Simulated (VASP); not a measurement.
VASP 6.6.1 run: GaN

INCAR

```
NBANDS = 16
PREC = Accurate
IVDW = 10
LREAL = .FALSE.
ISMEAR = -1
EDIFF = 1E-9
GGA = PE
ENCUT = 520
NSW = 0
IBRION = -1
LASPH = .TRUE.
NELM = 120
LWAVE = .FALSE.
SIGMA = 0.02
LCHARG = .FALSE.
ISIF = 2
```

KPOINTS

```
KPOINTS created by Atomic Simulation Environment
0
Gamma
10 10 10
0 0 0
```

POSCAR

```
Ga N
 1.0000000000000000
     0.0000000000000000    2.0241746249000001    2.2029881997000000
     2.0241746249000001    0.0000000000000000    2.2029881997000000
     2.0241746249000001    2.0241746249000001    0.0000000000000000
 Ga  N
   1   1
Cartesian
  0.0000000000000000  0.0000000000000000  0.0000000000000000
  2.0241746249000001  2.0241746249000001  2.2029881996999996
```

The recommended PBE PAW datasets give the neutral cell 18 valence electrons.

Command

```
mpirun -np 1 vasp_std
```

OSZICAR

```
N       E                     dE             d eps       ncg     rms          rms(c)
DAV:   1     0.714989332805E+02    0.71499E+02   -0.92369E+03  3856   0.216E+03
DAV:   2    -0.875107616920E+01   -0.80250E+02   -0.74628E+02  3640   0.316E+02
DAV:   3    -0.129445814652E+02   -0.41935E+01   -0.41766E+01  3832   0.625E+01
DAV:   4    -0.129804815078E+02   -0.35900E-01   -0.35895E-01  3928   0.603E+00
DAV:   5    -0.129809147495E+02   -0.43324E-03   -0.43324E-03  4136   0.609E-01    0.758E+00
DAV:   6    -0.110778762251E+02    0.19030E+01   -0.43329E+00  4720   0.421E+01    0.242E+00
DAV:   7    -0.110706334325E+02    0.72428E-02   -0.26606E-01  3824   0.531E+00    0.160E+00
DAV:   8    -0.110573657783E+02    0.13268E-01   -0.28651E-02  3968   0.251E+00    0.476E-01
DAV:   9    -0.110555919218E+02    0.17739E-02   -0.70683E-03  4136   0.224E+00    0.109E-01
DAV:  10    -0.110555553904E+02    0.36531E-04   -0.55065E-04  3912   0.309E-01    0.129E-02
DAV:  11    -0.110555580519E+02   -0.26615E-05   -0.38234E-05  3936   0.647E-02    0.136E-02
DAV:  12    -0.110555599976E+02   -0.19457E-05   -0.19782E-06  4120   0.308E-02    0.195E-03
DAV:  13    -0.110555600181E+02   -0.20515E-07   -0.27715E-07  3808   0.501E-03    0.860E-04
DAV:  14    -0.110555599560E+02    0.62079E-07   -0.10991E-08  4184   0.951E-04    0.235E-04
DAV:  15    -0.110555599339E+02    0.22104E-07   -0.84165E-10  2752   0.437E-04    0.138E-04
DAV:  16    -0.110555599373E+02   -0.33651E-08   -0.15917E-10  2216   0.114E-04    0.914E-06
DAV:  17    -0.110555599376E+02   -0.31787E-09   -0.20659E-11  1928   0.622E-05
   1 F= -.11780022E+02 E0= -.11780022E+02  d E =-.112342E-07
```

From OUTCAR

```
k-points           NKPTS =    102   k-points in BZ     NKDIM =    102   number of bands    NBANDS=     16

   NELECT =      18.0000    total number of electrons

   dimension x,y,z NGX =    24 NGY =   24 NGZ =   24
   dimension x,y,z NGXF=    48 NGYF=   48 NGZF=   48

  energy-cutoff  :      520.00
  volume of cell :       18.05
      direct lattice vectors                 reciprocal lattice vectors
     0.000000000  2.024174625  2.202988200    -0.247014261  0.247014261  0.226964448
     2.024174625  0.000000000  2.202988200     0.247014261 -0.247014261  0.226964448
     2.024174625  2.024174625  0.000000000     0.247014261  0.247014261 -0.226964448

 k-points in reciprocal lattice and weights: KPOINTS created by Atomic Simulation Env
   0.00000000  0.00000000  0.00000000       0.001
   0.10000000  0.00000000  0.00000000       0.008
   0.20000000  0.00000000  0.00000000       0.008
   0.30000000  0.00000000  0.00000000       0.008
   0.40000000 -0.00000000  0.00000000       0.008
   0.50000000 -0.00000000  0.00000000       0.004
   0.10000000  0.10000000  0.00000000       0.002
   0.20000000  0.10000000  0.00000000       0.008
   ...

 E-fermi :   8.8968

 k-point     1 :       0.0000    0.0000    0.0000
  band No.  band energies     occupation
      1      -9.3524      2.00000
      2      -5.5533      2.00000
      3      -5.4911      2.00000
      4      -5.4911      2.00000
      5      -5.4587      2.00000
      6      -5.3441      2.00000
      7       7.6440      2.00000
      8       7.6440      2.00000
      9       8.3086      2.00000
     10      11.2778      0.00000
     11      22.7368      0.00000
     12      23.0824      0.00000
     13      23.7766      0.00000
     14      23.7766      0.00000
     15      24.8124      0.00000
     16      26.2482      0.00000

 k-point     2 :       0.1000    0.0000    0.0000
  band No.  band energies     occupation
      1      -9.1486      2.00000
      2      -5.5462      2.00000
      3      -5.5045      2.00000
      4      -5.4795      2.00000
      5      -5.4580      2.00000
      6      -5.3704      2.00000
      7       6.6511      2.00000
      8       7.7153      2.00000
      9       8.1576      2.00000
     10      12.1750      0.00000
     11      20.6235      0.00000
     12      22.0409      0.00000
     13      23.5596      0.00000
     14      24.0393      0.00000
     15      25.6287      0.00000
     16      25.6654      0.00000

 k-point     3 :       0.2000    0.0000    0.0000
  band No.  band energies     occupation
      1      -8.5573      2.00000
      2      -5.5658      2.00000
      3      -5.5508      2.00000
      4      -5.4935      2.00000
      5      -5.4067      2.00000
      6      -5.3932      2.00000
      7       4.6294      2.00000
      8       7.9132      2.00000
      9       8.0855      2.00000
     10      13.4052      0.00000
     11      18.4871      0.00000
     12      20.4834      0.00000
     13      22.0882      0.00000
     14      24.4024      0.00000
     15      26.1252      0.00000
     16      26.1740      0.00000

 ...

  Total       2.65596     2.65596     0.44794     0.00000    -0.00000     0.00000
  in kB     235.71826   235.71826    39.75475     0.00000    -0.00000     0.00000
  external pressure =      170.40 kB  Pullay stress =        0.00 kB

 POSITION                                       TOTAL-FORCE (eV/Angst)
 -----------------------------------------------------------------------------------
      0.00000      0.00000      0.00000        -0.000000      0.000000     -0.000000
      2.02417      2.02417      2.20299         0.000000     -0.000000      0.000000
 -----------------------------------------------------------------------------------
    total drift:                                0.000000     -0.000000     -0.000000

  FREE ENERGIE OF THE ION-ELECTRON SYSTEM (eV)
  ---------------------------------------------------
  free  energy   TOTEN  =       -11.7800223339 eV

  energy  without entropy=      -11.7800223226  energy(sigma->0) =      -11.78002233
```

It converged. Results: gap between bands v and c on the k mesh 0.51 eV; least direct gap on the k mesh 2.97 eV; pressure 17.0 GPa. Band v is the last that the valence electrons fill when counted band by band, and c is the next.

For comparison, a separate PBE run of the intended cell, on usual settings and not on those above, gives a gap of 0.51 eV on its mesh and a pressure of 22.3 GPa.

The run above took about 19 s on one core of a shared host (Intel Xeon Platinum 8488C) and held 0.16 GiB at most.
